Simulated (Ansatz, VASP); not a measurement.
# Cross-check of NiS between VASP and Ansatz

Aim: how closely do two programs agree when they are given the same cell, functional and k mesh? The cell is taken from a series of VASP runs on this material, whose earlier steps may have relaxed, scaled or displaced it; both programs get it as it stands.

Method: plane waves, with VASP 6.6.1 beside it; relaxation of cell and atoms at PBEsol, in Ansatz 0.2.0.

## 1. The structure

The structure is hexagonal, space group P6_3/mmc (No. 194). The conventional cell has a = 3.405 Å, b = 3.405 Å, c = 5.078 Å, α = 90.00°, β = 90.00°, γ = 120.00°. Ni has 6 S at 2.34 Å and 2 Ni at 2.54 Å nearest. Nearest to S lie 6 Ni at 2.34 Å. Farther neighbours and most contacts between anions are not listed.

## 2. VASP: relaxation of cell and atoms, PBEsol

The relaxed volume is the usual yardstick between codes: its relative difference is about their pressure difference at one cell divided by the bulk modulus.

Lines of VASP's logs that name or quote its potential files are left out, and so is its time.

Contents of INCAR:

```
SYSTEM = NiS
PREC = Accurate
ENCUT = 520
EDIFF = 1E-07
NELM = 100
ISMEAR = 0
SIGMA = 0.05
LREAL = .FALSE.
ALGO = Normal
GGA = PS
NBANDS = 26
ISPIN = 2
MAGMOM = 1 1 0 0
LASPH = .TRUE.
LMAXMIX = 4
LORBIT = 11
LWAVE = .FALSE.
LCHARG = .FALSE.
KPAR = 4
IBRION = 2
NSW = 50
ISIF = 3
EDIFFG = -0.005
```

Contents of POSCAR:

```
NiS
1.0
    3.4053458360      0.0000000000      0.0000000000
   -1.7026729180      2.9491160027      0.0000000000
    0.0000000000      0.0000000000      5.0776002161
Ni S
2 2
Direct
    0.0000000000      0.0000000000      0.5000000000
    0.0000000000      0.0000000000      0.0000000000
    0.6666666667      0.3333333333      0.7500000000
    0.3333333333      0.6666666667      0.2500000000
```

Contents of KPOINTS:

```
Automatic mesh
0
Gamma
16 16 10
0 0 0
```

Potentials, in the order of the species: Ni and S (PBE family, release 64).

Command:

```console
$ mpirun -np 4 vasp_std
```

Numbers of over 12 decimals in the logs are rounded to 6 here.

What it wrote:

```text
[banner, memory and clock lines left out]
running    4 mpi-ranks, on    1 nodes
 distrk:  each k-point on    1 cores,    4 groups
 distr:  one band on    1 cores,    1 groups

 POSCAR found type information on POSCAR NiS
 POSCAR found :  2 types and       4 ions
|                                                                             |
|               ----> ADVICE to this user running VASP <----                  |
|                                                                             |
|     You enforced a specific xc type in the INCAR file but a different       |
|     [... a line on the potential file left out ...]
|     I HOPE YOU KNOW WHAT YOU ARE DOING!                                     |
|                                                                             |

 LDA part: xc-table for (Slater+PW92), standard interpolation
 POSCAR, INCAR and KPOINTS ok, starting setup
 FFT: planning ... GRIDC
 FFT: planning ... GRID_SOFT
 FFT: planning ... GRID
 WAVECAR not read
 entering main loop
       N       E                     dE             d eps       ncg     rms          rms(c)
DAV:   1     0.218009143286E+03    0.21801E+03   -0.14191E+04 18992   0.144E+03
DAV:   2    -0.472547137696E+01   -0.22273E+03   -0.20568E+03 19144   0.309E+02
DAV:   3    -0.241369368224E+02   -0.19411E+02   -0.18427E+02 22666   0.998E+01
DAV:   4    -0.247356580376E+02   -0.59872E+00   -0.59515E+00 22658   0.170E+01
DAV:   5    -0.247534303219E+02   -0.17772E-01   -0.17763E-01 24382   0.308E+00    0.226E+01
DAV:   6    -0.268299009251E+02   -0.20765E+01   -0.24308E+01 21954   0.949E+01    0.245E+01
DAV:   7    -0.224934444405E+02    0.43365E+01   -0.95561E+00 22450   0.729E+01    0.792E+00
DAV:   8    -0.225708256537E+02   -0.77381E-01   -0.85225E-01 23348   0.648E+00    0.232E+00
DAV:   9    -0.225527920745E+02    0.18034E-01   -0.32135E-02 25556   0.305E+00    0.846E-01
DAV:  10    -0.225521827158E+02    0.60936E-03   -0.54499E-03 25304   0.612E-01    0.445E-01
DAV:  11    -0.225523078690E+02   -0.12515E-03   -0.14006E-03 26018   0.535E-01    0.186E-01
DAV:  12    -0.225523489864E+02   -0.41117E-04   -0.37172E-04 27304   0.195E-01    0.702E-02
DAV:  13    -0.225523659510E+02   -0.16965E-04   -0.29656E-05 22968   0.451E-02    0.412E-02
DAV:  14    -0.225523637845E+02    0.21665E-05   -0.35402E-06 25178   0.247E-02    0.266E-02
DAV:  15    -0.225523634352E+02    0.34927E-06   -0.40648E-06 28120   0.204E-02    0.204E-02
DAV:  16    -0.225523638382E+02   -0.40295E-06   -0.93396E-07 24638   0.114E-02    0.251E-03
DAV:  17    -0.225523638930E+02   -0.54847E-07   -0.78315E-08 10560   0.267E-03
   1 F= -.22552364E+02 E0= -.22550576E+02  d E =-.225524E+02  mag=    -0.0000
 curvature:   0.00 expect dE= 0.000E+00 dE for cont linesearch  0.000E+00
 trial: gam= 0.00000 g(F)=  0.508E-46 g(S)=  0.112E-04 ort = 0.000E+00 (trialstep = 0.100E+01)
 search vector abs. value=  0.112E-04
 reached required accuracy - stopping structural energy minimisation
```

From OUTCAR (step 2):

```text
ion  position               nearest neighbor table
   1  0.000  0.000  0.500-   3 2.34   4 2.34   3 2.34   4 2.34   3 2.34   4 2.34   2 2.54   2 2.54

  LATTYP: Found a hexagonal cell.
 ALAT       =     3.4053458360
 C/A-ratio  =     1.4910674159

 Subroutine GETGRP returns: Found 24 space group operations
 (whereof 12 operations were pure point group operations)

The static configuration has the point symmetry D_3d.
 The point group associated with its full space group is D_6h.

 Found    180 irreducible k-points:

   k-points           NKPTS =    180   k-points in BZ     NKDIM =    180   number of bands    NBANDS=     26

   dimension x,y,z NGX =    28 NGY =   28 NGZ =   40
   dimension x,y,z NGXF=    56 NGYF=   56 NGZF=   80

   ENCUT  =  520.0 eV  38.22 Ry    6.18 a.u.   6.33  6.33  9.44*2*pi/ulx,y,z

   NELECT =      32.0000    total number of electrons

 k-points in reciprocal lattice and weights: Automatic mesh
   0.00000000  0.00000000  0.00000000       0.000
   0.06250000  0.00000000  0.00000000       0.002
   0.12500000  0.00000000  0.00000000       0.002
   0.18750000  0.00000000  0.00000000       0.002
   0.25000000  0.00000000  0.00000000       0.002
   0.31250000  0.00000000  0.00000000       0.002
   0.37500000  0.00000000  0.00000000       0.002
   0.43750000  0.00000000  0.00000000       0.002
   0.50000000  0.00000000  0.00000000       0.001
[...]
0.37500000  0.25000000  0.50000000       0.002
   0.31250000  0.31250000  0.50000000       0.002

 average (electrostatic) potential at core
       1 -82.0879       2 -82.0879       3 -83.4078       4 -83.4078

 E-fermi :   9.3805

 spin component 1
 k-point     1 :       0.0000    0.0000    0.0000
  band No.  band energies     occupation
    ...
     12       7.6294      1.00000
     13       7.8476      1.00000
     14       7.8476      1.00000
     15       8.7337      1.00000
     16       9.1045      1.00000
     17      10.9878      0.00000
     18      10.9878      0.00000
     19      12.6405      0.00000
     20      14.2017      0.00000
     21      15.8949      0.00000
    ...

 k-point     2 :       0.0625    0.0000    0.0000
  band No.  band energies     occupation
    ...
     12       7.7083      1.00000
     13       7.8232      1.00000
     14       7.8462      1.00000
     15       8.9023      1.00000
     16       9.0921      1.00000
     17      10.7166      0.00000
     18      10.9410      0.00000
     19      13.0141      0.00000
     20      14.4567      0.00000
     21      15.8223      0.00000
    ...

 k-point     3 :       0.1250    0.0000    0.0000
  band No.  band energies     occupation
    ...
     12       7.7825      1.00000
     13       7.8362      1.00000
     14       7.8424      1.00000
     15       9.0481      1.00000
     16       9.2731      0.99881
     17      10.2169      0.00000
     18      10.8492      0.00000
     19      13.6688      0.00000
     20      15.0888      0.00000
     21      15.7988      0.00000
    ...

 k-point     4 :       0.1875    0.0000    0.0000
  band No.  band energies     occupation
    ...
     11       7.4662      1.00000
     12       7.7416      1.00000
     13       7.8381      1.00000
     14       7.8864      1.00000
     15       8.9667      1.00000
     16       9.6636      0.00000
     17       9.7047      0.00000
     18      10.8007      0.00000
     19      14.0413      0.00000
     20      15.6237      0.00000
    ...

 k-point     5 :       0.2500    0.0000    0.0000
  band No.  band energies     occupation
    ...
     12       7.6995      1.00000
     13       7.8288      1.00000
     14       7.8363      1.00000
     15       8.8262      1.00000
     16       9.2460      0.99993
     17       9.9652      0.00000
     18      10.8345      0.00000
     19      14.0347      0.00000
     20      15.6046      0.00000
     21      15.6871      0.00000
    ...

 k-point     6 :       0.3125    0.0000    0.0000
  band No.  band energies     occupation
    ...
     12       7.6556      1.00000
     13       7.7015      1.00000
     14       7.8403      1.00000
     15       8.6088      1.00000
     16       8.8954      1.00000
     17      10.1174      0.00000
     18      10.9255      0.00000
     19      13.9301      0.00000
     20      15.0246      0.00000
     21      15.2106      0.00000
    ...

  Total        0.0166592      0.0166592      0.0193047      0.0000000     -0.0000000      0.0000000
  in kB        0.5234232      0.5234232      0.6065449      0.0000000     -0.0000000      0.0000000
  external PRESSURE =       0.5511305 kB  Pullay stress =       0.0000000 kB

  energy-cutoff  :      520.00
  volume of cell :       50.99
      direct lattice vectors                 reciprocal lattice vectors
     3.405345836  0.000000000  0.000000000     0.293655930  0.169542330  0.000000000
    -1.702672918  2.949116003  0.000000000     0.000000000  0.339084661  0.000000000
     0.000000000  0.000000000  5.077600216     0.000000000  0.000000000  0.196943429

 POSITION                                       TOTAL-FORCE (eV/Angst)
 -----------------------------------------------------------------------------------
      0.00000      0.00000      2.53880         0.000000      0.000000     -0.000000
      0.00000      0.00000      0.00000         0.000000      0.000000     -0.000000
      1.70267      0.98304      3.80820         0.000000     -0.000000     -0.000000
     -0.00000      1.96608      1.26940        -0.000000      0.000000      0.000000
 -----------------------------------------------------------------------------------
    total drift:                               -0.000000      0.000000     -0.000000

  FREE ENERGIE OF THE ION-ELECTRON SYSTEM (eV)
  ---------------------------------------------------
  free  energy   TOTEN  =       -22.5523638930 eV

  energy  without entropy=      -22.5487880291  energy(sigma->0) =      -22.55057596

 reached required accuracy - stopping structural energy minimisation

 total charge
# of ion       s       p       d       tot
------------------------------------------
    1        0.417   0.519   8.454   9.390
    2        0.417   0.519   8.454   9.390
    3        1.349   2.277   0.000   3.626
    4        1.349   2.277   0.000   3.626
--------------------------------------------------
tot          3.532   5.593  16.907  26.032

 magnetization (x)
# of ion       s       p       d       tot
------------------------------------------
    1        0.000   0.000   0.000   0.000
    2        0.000   0.000   0.000   0.000
    3        0.000   0.000   0.000   0.000
    4        0.000   0.000   0.000   0.000
--------------------------------------------------
tot          0.000   0.000   0.000   0.000

[... 6 further parts left out ...]
```

CONTCAR:

```
NiS
   1.00000000000000
     3.4053458360000000    0.0000000000000000    0.0000000000000000
    -1.7026729180000000    2.9491160026999999    0.0000000000000000
     0.0000000000000000    0.0000000000000000    5.0776002160999996
  Ni              S
     2     2
Direct
     0.0000000000000000    0.0000000000000000    0.5000000000000000
     0.0000000000000000    0.0000000000000000    0.0000000000000000
     0.6666666667000030    0.3333333332999970    0.7500000000000000
     0.3333333332999970    0.6666666667000030    0.2500000000000000
```

The moments of VASP's start collapse, so its state is non-magnetic.

(Part 1 of 2 ends here.)

[Lines on the potential files, build, host, timing and source positions are cut from VASP's logs without a mark.]

[Logs are printed without paths, hosts, clocks, repeated set-up lines and the standing remarks that a program may print on its own settings, such as how far it seeks lower states.]

[Hosts, paths, dates, database ids (printed as entryN), source tags and the programs' standing remarks are cut or masked in the printed files.]
